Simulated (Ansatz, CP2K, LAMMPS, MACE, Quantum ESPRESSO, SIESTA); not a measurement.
# Structure and levels of amorphous SiO2 (84 atoms) across programs

What does relaxation change in amorphous SiO2 (84 atoms), and how far do other programs agree with plane waves on the relaxed cell?

These are calculated values.

## (1) The structure

The cell holds 84 atoms (28 Si and 56 O), with edges of 10.83, 10.83 and 10.83 Å. Recipe: 84 atoms (28 Si, 56 O) placed at random at 2.2 g/cm³, melted at 5000 K for 10 ps at fixed volume with the Morse and Coulomb pair potential with partial charges (Pedone, Malavasi, Menziani, Cormack and Segre, J. Phys. Chem. B 110, 11780 (2006)). Quenched from 5000 K to 300 K at 50 K/ps and fixed volume, held 5 ps, then minimised at fixed cell. Then the atoms were relaxed with MACE MP-0b3 medium in the fixed cell. Then the atoms were relaxed with CP2K double zeta, PBE.

**What experiment says.** A silica glass plate was measured by high-energy x-ray diffraction at 20 K and the Si-O distance was taken from the first PDF peak (“Polyhedral units and network connectivity in calcium aluminosilicate glasses from high-energy x-ray diffraction”, 2000, arxiv:cond-mat/0007490): nearest Si–O distance 1.61 Å; number of O about Si 4. The nearest silicon-silicon distance in amorphous silica was obtained by fitting a symmetric peak to the measured radial distribution (as quoted in “New insights into the origin of the first sharp diffraction peak in amorphous silica from an analysis of chemical and radial ordering”, 2024, arxiv:2403.10632): nearest Si–Si distance 3.08 Å; nearest O–O distance 2.63 Å. The mean Si-O-Si angle was obtained by reanalysing earlier high-energy photon diffraction data in combination with published neutron diffraction data on silica glass (“Bond angle distribution in amorphous germania and silica”, 1996, arxiv:chem-ph/9603004): Si–O–Si angle 148.3 °.

## (2) The relaxation

CP2K double zeta (DZVP-MOLOPT-SR, GTH-PBE potentials, 480 Ry; k-points Γ) took 17 geometry steps and reached its thresholds. It started from the geometry that MACE MP-0b3 medium had relaxed.

Elapsed: 7.3 min, on 4 MPI ranks of Arm Neoverse V1, shared host; peak memory 2.2 GiB.

|  | before | after |
| --- | --- | --- |
| energy (meV/atom) | 0 | -2.2 |
| Si-O bonds under 2.08 Å | 112 at 1.644 Å | 112 at 1.647 Å |

Atoms moved by 0.03 Å r.m.s. and 0.05 Å at most, with the common shift taken off.

## (3) Local order after relaxation

Density 2.2 g/cm³, 15.12 Å³ an atom.

Pair distribution functions g(r), in bins of 0.1 Å:

| r (Å) | total | O-O | O-Si | Si-Si |
| --- | --- | --- | --- | --- |
| 1.55 | 0.00 | 0.00 | 0.00 | 0.00 |
| 1.65 | 11.90 | 0.00 | 26.80 | 0.00 |
| 1.75 | 0.00 | 0.00 | 0.00 | 0.00 |
| 1.85 | 0.00 | 0.00 | 0.00 | 0.00 |
| 1.95 | 0.00 | 0.00 | 0.00 | 0.00 |
| 2.05 | 0.00 | 0.00 | 0.00 | 0.00 |
| 2.15 | 0.00 | 0.00 | 0.00 | 0.00 |
| 2.25 | 0.00 | 0.00 | 0.00 | 0.00 |
| 2.35 | 0.05 | 0.12 | 0.00 | 0.00 |
| 2.45 | 0.05 | 0.00 | 0.00 | 0.44 |
| 2.55 | 0.74 | 1.66 | 0.00 | 0.00 |
| 2.65 | 3.37 | 7.58 | 0.00 | 0.00 |
| 2.75 | 1.90 | 4.28 | 0.00 | 0.00 |
| 2.85 | 0.53 | 1.19 | 0.00 | 0.00 |
| 2.95 | 0.30 | 0.37 | 0.00 | 1.19 |
| 3.05 | 0.62 | 0.28 | 0.00 | 4.44 |
| 3.15 | 0.66 | 0.19 | 0.13 | 4.66 |
| 3.25 | 0.65 | 0.42 | 0.24 | 3.19 |
| 3.35 | 0.64 | 0.52 | 0.75 | 0.70 |
| 3.45 | 0.68 | 0.60 | 0.92 | 0.00 |
| 3.55 | 0.84 | 0.61 | 1.28 | 0.00 |
| 3.65 | 0.60 | 0.48 | 0.87 | 0.00 |
| 3.75 | 0.89 | 0.64 | 1.37 | 0.00 |
| 3.85 | 0.97 | 0.61 | 1.58 | 0.00 |
| 3.95 | 0.95 | 0.62 | 1.44 | 0.33 |
| 4.05 | 1.27 | 0.86 | 1.88 | 0.47 |
| 4.15 | 1.38 | 0.71 | 2.21 | 0.75 |
| 4.25 | 1.42 | 0.68 | 2.35 | 0.71 |
| 4.35 | 1.29 | 1.02 | 1.64 | 0.96 |
| 4.45 | 1.11 | 1.01 | 1.11 | 1.55 |
| 4.55 | 1.01 | 1.33 | 0.78 | 0.62 |
| 4.65 | 0.72 | 0.89 | 0.45 | 1.07 |
| 4.75 | 0.80 | 1.00 | 0.54 | 1.02 |
| 4.85 | 1.16 | 1.59 | 0.66 | 1.43 |
| 4.95 | 0.96 | 1.32 | 0.61 | 0.95 |
| 5.05 | 1.15 | 1.46 | 0.73 | 1.61 |
| 5.15 | 1.32 | 1.85 | 0.75 | 1.46 |
| 5.25 | 1.22 | 1.47 | 0.77 | 2.06 |
| 5.35 | 1.14 | 1.06 | 0.99 | 2.07 |

Bonds by pair of elements; cutoffs follow the first minimum of g(r), held within bounds set by covalent radii, and pairs that aren't listed don't count as bonded (cutoffs were set anew for this text, so counts can differ from the run's own analysis):

| pair A-B | cutoff (Å) | bonds | mean length (Å) | spread (Å) | shortest (Å) | B about A | A about B |
| --- | --- | --- | --- | --- | --- | --- | --- |
| O-Si | 2.08 | 112 | 1.65 | 0.016 | 1.62 | 2 | 4 |

How many atoms have how many bonded neighbours:

| element | mean | 2 | 4 |
| --- | --- | --- | --- |
| O | 2 | 56 | 0 |
| Si | 4 | 0 | 28 |

Bond angles, per cent of each kind in bins of 5°:

| angle (°) | O-Si-O | Si-O-Si |
| --- | --- | --- |
| 85–90 | 1.2 | 0.0 |
| 90–95 | 0.0 | 3.6 |
| 95–100 | 0.0 | 0.0 |
| 100–105 | 12.5 | 0.0 |
| 105–110 | 41.7 | 0.0 |
| 110–115 | 32.1 | 0.0 |
| 115–120 | 11.3 | 0.0 |
| 120–125 | 1.2 | 0.0 |
| 125–130 | 0.0 | 5.4 |
| 130–135 | 0.0 | 16.1 |
| 135–140 | 0.0 | 12.5 |
| 140–145 | 0.0 | 14.3 |
| 145–150 | 0.0 | 10.7 |
| 150–155 | 0.0 | 7.1 |
| 155–160 | 0.0 | 16.1 |
| 160–165 | 0.0 | 1.8 |
| 165–170 | 0.0 | 8.9 |
| 170–175 | 0.0 | 3.6 |

Bond angles (no mean is given where the spread exceeds 20°):

| angle | count | mean (°) | spread (°) |
| --- | --- | --- | --- |
| O-Si-O | 168 | 110 | 4.8 |
| Si-O-Si | 56 | 145 | 15.9 |

Oxygen atoms by the number of network formers (Si, P, Ge, B, Al, As, Ga) bound to them:

| network formers bound to O | O atoms | per cent |
| --- | --- | --- |
| 0 | 0 | 0 |
| 1 | 0 | 0 |
| 2 | 56 | 100 |

Network units: each former by its oxygen neighbours and how many of them bridge to another former:

| former | O neighbours | bridging O | atoms |
| --- | --- | --- | --- |
| Si | 4 | 4 | 28 |

Rings of the network by King's shortest-path rule, up to 12 atoms, one path for each pair of neighbours; H, halogens, alkali and alkaline-earth atoms are left out, and the last column divides by all other atoms, bonded or not:

| ring size (atoms) | rings | per network atom |
| --- | --- | --- |
| 4 | 1 | 0.012 |
| 6 | 1 | 0.012 |
| 8 | 2 | 0.024 |
| 10 | 10 | 0.119 |
| 12 | 13 | 0.155 |

For some of the pairs, g(r) has its first main peak near 2.7 Å (O-O), 1.6 Å (O-Si) and 3.1 Å (Si-Si). With the cutoffs above, all O atoms have 2 and all Si atoms have 4 bonded neighbours. The O-Si-O angle averages 110° with a spread of 5°. 100 % of the oxygens bridge two formers (Si) and 0 % are non-bridging. The commonest Si unit has 4 oxygens, 4 of them shared with other formers (28 of 28 atoms). Rings of 12 atoms are the most common (48 % of those counted); sizes run from 4 to 12, where the search stops.

Against the measurements quoted at the start:

| quantity | measured | this cell | difference | method of the measurement |
| --- | --- | --- | --- | --- |
| nearest Si–O distance | 1.61 Å | 1.65 Å | +2.3 % | high-energy XRD, PDF Gaussian fit |
| nearest Si–Si distance | 3.08 Å | 3.13 Å | +1.6 % | diffraction, Gaussian radial peak fit |
| nearest O–O distance | 2.63 Å | 2.68 Å | +1.9 % | diffraction, Gaussian radial peak fit |
| number of O about Si | 4 | 4 | +0.0 % | high-energy XRD, PDF Gaussian fit |
| Si–O–Si angle | 148.3 ° | 145 ° | -2.2 % | x-ray and neutron diffraction, model fit |

The cell differs from the measured distances by up to 2.3 %, neighbour counts by up to 0.0 % and angles by up to 2.2 %. Distances of this cell are positions of the first main peak of g(r), or bond means where the peak is narrow; means over all bonds within a cutoff lie farther out for broad shells. The network descends from the steps of the recipe above, so the comparison tests them together. Our coordination numbers hang on a cutoff, and experiments count neighbours in their own ways.

## (4) The plane-wave reference

Quantum ESPRESSO 7.5: Kohn-Sham DFT, PBE, SSSP efficiency 1.3.0 pseudopotentials, plane waves. Its input for the relaxed cell:

```
&control
  calculation = 'scf'
  pseudo_dir = './pseudo'
  outdir = './tmp'
  disk_io = 'none'
  tprnfor = .true.
  tstress = .true.
/
&system
  ibrav = 0
  nat = 84
  ntyp = 2
  ecutwfc = 60
  ecutrho = 480
  nosym = .true.
  occupations = 'smearing'
  smearing = 'fd'
  degauss = 0.003675
/
&electrons
  conv_thr = 4.2e-07
  electron_maxstep = 100
  mixing_beta = 0.4
  mixing_mode = 'plain'
  diagonalization = 'david'
/
ATOMIC_SPECIES
Si 28.085 Si.upf
O 15.999 O.upf
CELL_PARAMETERS angstrom
10.82880 0.00000 0.00000
0.00000 10.82880 0.00000
0.00000 0.00000 10.82880
ATOMIC_POSITIONS crystal
Si 0.51432 0.51607 0.24370
Si 0.64574 0.29797 0.37898
Si 0.88791 0.52171 0.01183
[... 79 atom lines left out ...]
O 0.24258 0.55581 0.93741
O 0.70416 0.17302 0.31840
K_POINTS gamma
```

It took 2.8 min on 4 MPI ranks of Arm Neoverse V1, shared host; peak memory 4.2 GiB.

## (5) Side by side

CPU times are from a shared host and are rough.

| level | basis or training data | k-points | own r.m.s. force (meV/Å) | difference from the reference (meV/Å) | pressure (GPa) | Kohn-Sham gap (eV) | CPU time | memory (GiB) |
| --- | --- | --- | --- | --- | --- | --- | --- | --- |
| QE, PBE | plane waves, SSSP efficiency, 60/480 Ry | Γ | 77 | - | -4.44 | 5.10 | 11 min | 4.2 |
| CP2K triple zeta, PBE | TZV2P-UZH, GTH-PBE potentials, 600 Ry | Γ | 135 | 82 | -5.74 | 5.09 | 12 min | 5.2 |
| SIESTA DZP, PBE | DZP orbitals, shift 0.01 Ry, mesh 400 Ry | Γ | 146 | 166 | -1.92 | 5.56 | 4.4 min | 2.1 |
| MACE MP-0b3 medium | trained on PBE(+U) plane-wave data | - | 87 | 24 | -4.18 | - | 9.2 s | 1.0 |

The gap is the spacing of the highest filled and lowest empty Kohn-Sham level on the mesh; a dash marks partly filled levels, a spacing under 0.15 eV or a method without such levels.

## (6) What came out

Relaxation in the fixed cell lowers the energy by 2 meV/atom at its own level and moves atoms by up to 0.05 Å. The reference finds an r.m.s. force of 77 meV/Å there and a pressure of -4.44 GPa, at a geometry that CP2K double zeta made. Forces differ from the reference's by 24 meV/Å (MACE MP-0b3 medium), 82 meV/Å (CP2K triple zeta, PBE) and 166 meV/Å (SIESTA DZP, PBE).

CP2K double zeta is at its own minimum here, so the reference's force is itself a measure of how the two differ. Pressures lie +0.3 GPa (MACE MP-0b3 medium), -1.3 GPa (CP2K triple zeta, PBE) and +2.5 GPa (SIESTA DZP, PBE) from the reference's. The highest filled and lowest empty levels lie 5.10 eV apart in the reference, against 5.09 eV in CP2K triple zeta, PBE and 5.56 eV in SIESTA DZP, PBE. With the cutoffs above, all O atoms have 2 and all Si atoms have 4 bonded neighbours. 100 % of the oxygens bridge two formers (Si) and 0 % are non-bridging.

**Limits.** The density was set by the recipe and held. One sample of a disordered cell; defect or tail levels can set the gap. Gaps are read on the mesh, which holds the band edges only if they fold onto it, and semilocal functionals tend to put them under measured ones. The quench rate of 50 K/ps is many orders above laboratory rates, so the cell is likely richer in defects and strain than a real sample. The reference samples only Γ, in a cell whose shortest periodic width is 11 Å. The plane-wave runs aren't exact: their cutoffs and mesh weren't converged further here. SIESTA's automatically made basis is far from complete, and its potentials were converted by us (checked for H, C, O, Si, Ge and Ca alone). Where levels are smeared, the DFT runs use Fermi–Dirac occupations at 580 K (0.05 eV), and energies are free energies.

[Logs are printed without paths, hosts, clocks, repeated set-up lines and the standing remarks that a program may print on its own settings, such as how far it seeks lower states.]

[Hosts, paths, dates, database ids (printed as entryN), source tags and the programs' standing remarks are cut or masked in the printed files.]
